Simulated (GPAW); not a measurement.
# AlN (P6_3/mmc) in GPAW: convergence with plane-wave cutoff (eV)

Aim: find how far plane-wave cutoff (eV) must go before the results for AlN settle, at PBE. This setting moves, with any that are tied to it; all else stays.

All numbers are computed with GPAW 26.7.0; they aren't measurements. Logs are shortened: lines on timing, memory, paths and dates and some standing lists are left out, and cuts for length are marked. The log counts tension as positive stress, the text compression.

## Step 1: The crystal as given

It takes space group P6_3/mmc (No. 194, hexagonal). The conventional cell has a = 3.312 Å, b = 3.312 Å, c = 4.188 Å, α = 90.00°, β = 90.00°, γ = 120.00°. Al (site symmetry -6m2) is surrounded by 5 N at 1.91 to 2.09 Å. N (site symmetry -6m2) has 5 Al at 1.91 to 2.09 Å as nearest neighbours.

Measurements of this composition are mostly on another form, of space group No. 186.

## Step 2: With plane-wave cutoff (eV) 300

run.py reads:

```python
from ase.dft.bandgap import bandgap
from ase.io import read, write
from ase.units import GPa
from gpaw import GPAW, PW

atoms = read('AlN.xyz')

calc = GPAW(mode=PW(300),
            xc='PBE',
            kpts={'size': (7, 7, 5), 'gamma': True},
            occupations={'name': 'fermi-dirac', 'width': 0.05},
            nbands=18,
            convergence={'density': 1e-05, 'energy': 1e-05},
            maxiter=100,
            txt='gpaw.txt')
atoms.calc = calc
energy = atoms.get_potential_energy()
forces = atoms.get_forces()
stress = atoms.get_stress()
calc.write('gs.gpw')
write('result.traj', atoms)
print(f'Energy: {energy:.6f} eV')
print('Forces (eV/A):')
print(forces.round(4))
print('Stress (GPa):', (stress / GPa).round(3))
print('Fermi level:', round(calc.get_fermi_level(), 4), 'eV')
print(f'Gap: {bandgap(calc)[0]:.4f} eV, direct: {bandgap(calc, direct=True)[0]:.4f} eV')
```

AlN.xyz reads:

```xyz
4
Lattice="3.3121157418 0.0000000000 0.0000000000 -1.6560578709 2.8683763727 0.0000000000 0.0000000000 0.0000000000 4.1875630000" Properties=species:S:1:pos:R:3 pbc="T T T"
Al     1.6560578711      0.9561254575      1.0468907500
Al    -0.0000000002      1.9122509152      3.1406722500
N      1.6560578711      0.9561254575      3.1406722500
N     -0.0000000002      1.9122509152      1.0468907500
```

Potentials or basis: GPAW PAW data sets (gpaw-data 1.2.1), pw.

Command:

```bash
$ OMP_NUM_THREADS=1 python run.py
```

gpaw.txt:

```text
__  _  _
 | _ |_)|_||  |
 |__||  | ||/\| - 26.7.0

Input parameters:
  mode=PW(ecut=300.0),
  convergence={'density': 1e-05, 'energy': 1e-05},
  kpts=MonkhorstPack(size=(7, 7, 5), gamma=True),
  maxiter=100,
  nbands=18,
  occupations=Occupations(name='fermi-dirac', width=0.05),
  xc=XC(name='PBE')

Diagonalizing LCAO Hamiltonian
Converting LCAO to pw mode

        Al N

        N  Al

Atoms  # Å, Bohr magnetons
|   | symbol |         x |        y |        z |    initial magnetic moments |
|---|--------|-----------|----------|----------|-----------------------------|
| 0 |     Al |  1.656058 | 0.956125 | 1.046891 | ( 0.0000,  0.0000,  0.0000) |
| 1 |     Al | -0.000000 | 1.912251 | 3.140672 | ( 0.0000,  0.0000,  0.0000) |
| 2 |      N |  1.656058 | 0.956125 | 3.140672 | ( 0.0000,  0.0000,  0.0000) |
| 3 |      N | -0.000000 | 1.912251 | 1.046891 | ( 0.0000,  0.0000,  0.0000) |

Unit cell  # Å
| periodic |         x |        y |        z |  lengths |     angles |
|----------|-----------|----------|----------|----------|------------|
|      yes |  3.312116 | 0.000000 | 0.000000 | 3.312116 |  90.000000 |
|      yes | -1.656058 | 2.868376 | 0.000000 | 3.312116 |  90.000000 |
|      yes |  0.000000 | 0.000000 | 4.187563 | 4.187563 | 120.000000 |

Number of symmetries: 12
Symmetry operations  # r_c * U_cc + t_c -> r_c
|    | kind |            matrix            |
|----|------|------------------------------|
|  0 |  σ   |  1, 1, 0,  0,-1, 0,  0, 0, 1 |
|  1 |  S6  |  1, 1, 0, -1, 0, 0,  0, 0,-1 |
|  2 |  E   |  1, 0, 0,  0, 1, 0,  0, 0, 1 |
|  3 |  C2  |  1, 0, 0, -1,-1, 0,  0, 0,-1 |
|  4 |  C2  |  0, 1, 0,  1, 0, 0,  0, 0,-1 |
|  5 |  C3  |  0, 1, 0, -1,-1, 0,  0, 0, 1 |
|  6 |  S6  |  0,-1, 0,  1, 1, 0,  0, 0,-1 |
|  7 |  σ   |  0,-1, 0, -1, 0, 0,  0, 0, 1 |
|  8 |  σ   | -1, 0, 0,  1, 1, 0,  0, 0, 1 |
|  9 |  i   | -1, 0, 0,  0,-1, 0,  0, 0,-1 |
| 10 |  C3  | -1,-1, 0,  1, 0, 0,  0, 0, 1 |
| 11 |  C2  | -1,-1, 0,  0, 1, 0,  0, 0,-1 |

BZ-sampling:
  Number of BZ points: 245
  Number of IBZ points: 32

  Monkhorst-Pack size: [7, 7, 5]
  Monkhorst-Pack shift: [0, 0, 0]

K-points  # in reciprocal-cell coordinates
|     |                                coordinates |     weight |
|-----|--------------------------------------------|------------|
|   0 | (  0.00000000,   0.00000000,   0.00000000) | 0.00408163 |
|   1 | (  0.00000000,   0.00000000,   0.20000000) | 0.00816327 |
|   2 | (  0.00000000,   0.00000000,   0.40000000) | 0.00816327 |
|   3 | (  0.14285714,   0.00000000,  -0.40000000) | 0.02448980 |
|   4 | (  0.14285714,   0.00000000,  -0.20000000) | 0.02448980 |
|   5 | (  0.14285714,   0.00000000,   0.00000000) | 0.02448980 |
|   6 | (  0.14285714,   0.00000000,   0.20000000) | 0.02448980 |
|   7 | (  0.14285714,   0.00000000,   0.40000000) | 0.02448980 |
|   8 | (  0.28571429,  -0.14285714,   0.00000000) | 0.02448980 |
|   9 | (  0.28571429,  -0.14285714,   0.20000000) | 0.04897959 |
| ... |                                            |            |
|  31 | (  0.42857143,   0.42857143,   0.40000000) | 0.04897959 |

Plane wave coefficients: 480
Cutoff: 300.0 eV

Spin-components: 1 (collinear spins)
Bands:           18
Projectors:      20
Spin-degeneracy: 2
Datatype:        complex128

Parallelization:
  kpt:    1
  domain: 1
  band:   1

Density:
  Valence electrons: 16.0
  Components: 1
  Grid points: [14 14 18]
  Charge: 0.0  # |e|

Potential:
  Grid points: [14 14 18]

species:
  Al:
    name:    Aluminium
    Z:       13.0
    valence: 3
    core:    10
    charge:  0.0  # [|e|]
    compensation charges:
      type: gauss
      rc: 0.34  # [Å]
      lmax: 2
    cutoffs:
      filter: 1.91  # [Å]
      core: 2.36  # [Å]
    projectors
    | kind |    occ | energy [eV] | rcut [Å] |
    |------|--------|-------------|----------|
    |   3s |  2.000 |      -7.753 |    1.085 |
    |   3p |  1.000 |      -2.712 |    1.085 |
    |    s |        |      19.459 |    1.085 |
    |    p |        |      24.499 |    1.085 |
    |    d |        |       0.000 |    1.085 |

    Using partial waves for Al as LCAO basis

  N:
    name:    Nitrogen
    Z:       7.0
    valence: 5
    core:    2
    charge:  0.0  # [|e|]
    compensation charges:
      type: gauss
      rc: 0.18  # [Å]
      lmax: 2
    cutoffs:
      filter: 1.11  # [Å]
      core: 0.96  # [Å]
    projectors
    | kind |    occ | energy [eV] | rcut [Å] |
    |------|--------|-------------|----------|
    |   2s |  2.000 |     -18.583 |    0.603 |
    |   2p |  3.000 |      -7.089 |    0.529 |
    |    s |        |       8.629 |    0.603 |
    |    p |        |      20.123 |    0.529 |
    |    d |        |       0.000 |    0.577 |

    Using partial waves for N as LCAO basis

Reference energy: -16170.289538  # eV

eigensolver:
  PPCG
  Converge bands: occupied
  niter=2

density mixing:
  MSR1-Mixer
  Pratt-step length: 0.05
  Maximum mixing coefficient: 0.75
  Old densities: 10
  SVD Regularization: 0.005
  Good broyden scale: 1.0
  Trust region scale: 1.0
  Backstep threshold: 4.0
  History deletion threshold: 6.0
  Fourier metric: weight=20.0, sigma=0.015

occupation numbers:
  Fermi-Dirac:
    width: 0.0500  # eV

poisson solver:
  ecut: 2400.0  # eV

xc functional:
  name: PBE with 2 nearest neighbor stencil

convergence criteria:
- Maximum integral of absolute [dens]ity change: 1e-05 electrons / valence electron
- Maximum [total energy] change in last 3 cyles: 1e-05 eV / valence electron
- Maximum integral of absolute [eigenst]ate change: 4e-08 eV^2 / valence electron
maximum number of iterations: 100

SCF iterations
|iter     | |      energy | eigst |  dens |
|---------|-|-------------|-------|-------|
|iter:   1| |  -20.007219 | -0.18 |       |
|iter:   2| |  -19.702141 | -2.41 | -0.68 |
|iter:   3| |  -18.508892 | -1.22 | -0.72 |
|iter:   4| |  -18.497277 | -3.19 | -1.38 |
|iter:   5| |  -18.495402 | -3.74 | -1.86 |
|iter:   6| |  -18.495474 | -5.62 | -2.89 |
|iter:   7| |  -18.495485c| -7.11 | -3.40 |
|iter:   8| |  -18.495485c| -8.70c| -4.27 |
|iter:   9| |  -18.495485c| -8.72c| -5.12c|

Converged in 9 steps
Energy contributions relative to reference atoms: (reference = -16170.289538)

Energy contributions:
  Kinetic:          -8.114643
  Coulomb:          20.403130
  Zero:              0.265589
  External:          0.000000
  Xc:              -31.049560
  Entropy:          -0.000000
  Spinorbit:         0.000000
  ----------------------------
  Free energy:     -18.495485
  Extrapolated:    -18.495485

dipole moment: (-0.000001, -0.000001, -0.000001)  # |e|*Ang

Fermi level: 9.517
Eigenvalues  # (at kpt = [0.000, 0.000, 0.000])
| band index |      eig [eV] | occ [0-2] |
|------------|---------------|-----------|
|          0 |        -9.485 |     2.000 |
|          1 |        -6.191 |     2.000 |
|          2 |         1.158 |     2.000 |
|          3 |         4.845 |     2.000 |
|          4 |         4.845 |     2.000 |
|          5 |         6.862 |     2.000 |
[... 8 lines left out ...]
|         14 |        19.929 |     0.000 |
|         15 |        19.929 |     0.000 |
|        ... |               |           |
|         17 |        20.715 |     0.000 |

Gap: 2.090 eV
Transition (v -> c):
  (s=0, k=0, n=7, [0.00, 0.00, 0.00]) -> (s=0, k=0, n=8, [0.00, 0.00, 0.00])
No difference between direct/indirect transitions

Forces  # eV/Ang
|        x |        y |        z |
|----------|----------|----------|
|  0.00000 |  0.00000 | -0.00002 |  # Al   0
| -0.00000 |  0.00000 |  0.00002 |  # Al   1
| -0.00000 | -0.00000 |  0.00005 |  # N    2
|  0.00000 |  0.00000 | -0.00005 |  # N    3

Stress tensor  # eV/Ang^3
|         x |         y |         z |
|-----------|-----------|-----------|
|  0.448524 | -0.000000 |  0.000000 |
| -0.000000 |  0.448524 | -0.000000 |
|  0.000000 | -0.000000 |  0.470955 |

# Writing to gs.gpw (mode='')
```

It took 7.4 s on 1 thread of Arm Neoverse V1, shared host; peak memory 0.13 GiB.

What came out:

```
Free energy            : -18.4955 eV
Pressure               : -73.1 GPa
Band gap on the k mesh : 2.09 eV, direct
```

## Step 3: With plane-wave cutoff (eV) 350

run.py: that of step 2 with these lines changed.

```diff
@@ -7,3 +7,3 @@
 
-calc = GPAW(mode=PW(300),
+calc = GPAW(mode=PW(350),
             xc='PBE',
```

AlN.xyz is that of step 2.

Potentials or basis: GPAW PAW data sets (gpaw-data 1.2.1), pw.

Command:

```bash
$ OMP_NUM_THREADS=1 python run.py
```

Run time: 8.1 s. Hardware: 1 thread of Arm Neoverse V1, shared host; peak memory 0.13 GiB.

What came out:

```
Free energy            : -22.7679 eV
Pressure               : -56.5 GPa
Band gap on the k mesh : 2.67 eV, direct
```

## Step 4: With plane-wave cutoff (eV) 400

run.py: that of step 3 with these lines changed.

```diff
@@ -7,3 +7,3 @@
 
-calc = GPAW(mode=PW(350),
+calc = GPAW(mode=PW(400),
             xc='PBE',
```

AlN.xyz is that of step 3.

Command:

```bash
$ OMP_NUM_THREADS=1 python run.py
```

It took 8.6 s on 1 thread of Arm Neoverse V1, shared host; peak memory 0.14 GiB.

Results:

| Item | Value |
| --- | --- |
| Free energy | -25.5012 eV |
| Pressure | -40.1 GPa |
| Band gap on the k mesh | 2.96 eV, direct |

## Step 5: With plane-wave cutoff (eV) 500

run.py: that of step 4 with these lines changed.

```diff
@@ -7,3 +7,3 @@
 
-calc = GPAW(mode=PW(400),
+calc = GPAW(mode=PW(500),
             xc='PBE',
```

AlN.xyz is that of step 4.

Command:

```bash
$ OMP_NUM_THREADS=1 python run.py
```

Run time: 15 s. Hardware: 1 thread of Arm Neoverse V1, shared host; peak memory 0.14 GiB.

What came out:

```
Free energy            : -28.0588 eV
Pressure               : -17.2 GPa
Band gap on the k mesh : 3.15 eV, direct
```

## Step 6: With plane-wave cutoff (eV) 600

run.py: that of step 5 with these lines changed.

```diff
@@ -7,3 +7,3 @@
 
-calc = GPAW(mode=PW(500),
+calc = GPAW(mode=PW(600),
             xc='PBE',
```

AlN.xyz is that of step 5.

Potentials or basis: GPAW PAW data sets (gpaw-data 1.2.1), pw.

Command:

```bash
$ OMP_NUM_THREADS=1 python run.py
```

Run time: 14 s. Hardware: 1 thread of Arm Neoverse V1, shared host; peak memory 0.15 GiB.

The run converged. Its results:

```yaml
Free_energy: -28.9470 eV
Pressure: -5.2 GPa
Band_gap_on_the_k_mesh: 3.24 eV, direct
```

## Step 7: With plane-wave cutoff (eV) 700

run.py: that of step 6 with these lines changed.

```diff
@@ -7,3 +7,3 @@
 
-calc = GPAW(mode=PW(600),
+calc = GPAW(mode=PW(700),
             xc='PBE',
```

AlN.xyz is that of step 6.

Command:

```bash
$ OMP_NUM_THREADS=1 python run.py
```

It took 22 s on 1 thread of Arm Neoverse V1, shared host; peak memory 0.16 GiB.

It converged, with:

```
Free energy            : -29.2016 eV
Pressure               : -0.6 GPa
Band gap on the k mesh : 3.26 eV, direct
```

## Step 8: With plane-wave cutoff (eV) 800

run.py: that of step 7 with these lines changed.

```diff
@@ -7,3 +7,3 @@
 
-calc = GPAW(mode=PW(700),
+calc = GPAW(mode=PW(800),
             xc='PBE',
```

AlN.xyz is that of step 7.

Command:

```bash
$ OMP_NUM_THREADS=1 python run.py
```

Wall time 25 s (1 thread of Arm Neoverse V1, shared host); peak memory 0.17 GiB.

It converged, with:

* Free energy: -29.2736 eV
* Pressure: 1.2 GPa
* Band gap on the k mesh: 3.27 eV, direct

## Step 9: With plane-wave cutoff (eV) 1000

run.py: that of step 8 with these lines changed.

```diff
@@ -7,3 +7,3 @@
 
-calc = GPAW(mode=PW(800),
+calc = GPAW(mode=PW(1000),
             xc='PBE',
```

AlN.xyz is that of step 8.

Potentials or basis: GPAW PAW data sets (gpaw-data 1.2.1), pw.

Command:

```bash
$ OMP_NUM_THREADS=1 python run.py
```

Run time: 26 s. Hardware: 1 thread of Arm Neoverse V1, shared host; peak memory 0.2 GiB.

The run converged. Its results:

| Property | Result |
| --- | --- |
| Free energy | -29.2934 eV |
| Pressure | 1.8 GPa |
| Band gap on the k mesh | 3.27 eV, direct |

## Step 10: With plane-wave cutoff (eV) 1200

run.py: that of step 9 with these lines changed.

```diff
@@ -7,3 +7,3 @@
 
-calc = GPAW(mode=PW(1000),
+calc = GPAW(mode=PW(1200),
             xc='PBE',
```

AlN.xyz is that of step 9.

Command:

```bash
$ OMP_NUM_THREADS=1 python run.py
```

Run time: 45 s. Hardware: 1 thread of Arm Neoverse V1, shared host; peak memory 0.22 GiB.

Results (log left out):

* Free energy: -29.2961 eV
* Pressure: 1.8 GPa
* Band gap on the k mesh: 3.27 eV, direct

## Step 11: Summary

```csv
plane-wave cutoff (eV),"energy less the tightest run, at zero smearing (meV/atom)",pressure (GPa),gap on the mesh (eV),SCF cycles,CPU time (s),peak memory (GiB)
300,2700.15,-73.06,2.090,9,7.4,0.13
350,1632.04,-56.46,2.672,10,8.1,0.13
400,948.72,-40.06,2.961,10,8.6,0.14
500,309.31,-17.16,3.152,10,15,0.14
600,87.27,-5.23,3.236,10,14,0.15
700,23.62,-0.57,3.258,10,22,0.16
800,5.62,1.16,3.266,10,25,0.17
1000,0.67,1.78,3.266,10,26,0.2
1200,0.00,1.80,3.265,10,45,0.22
```

Against the tightest run, the energy stays within 1 meV/atom from 1000 on; the pressure stays within 0.1 GPa from 1000 on; the gap on the mesh stays within 0.01 eV from 700 on. The tightest run that finished is the yardstick and may itself not be fully converged.
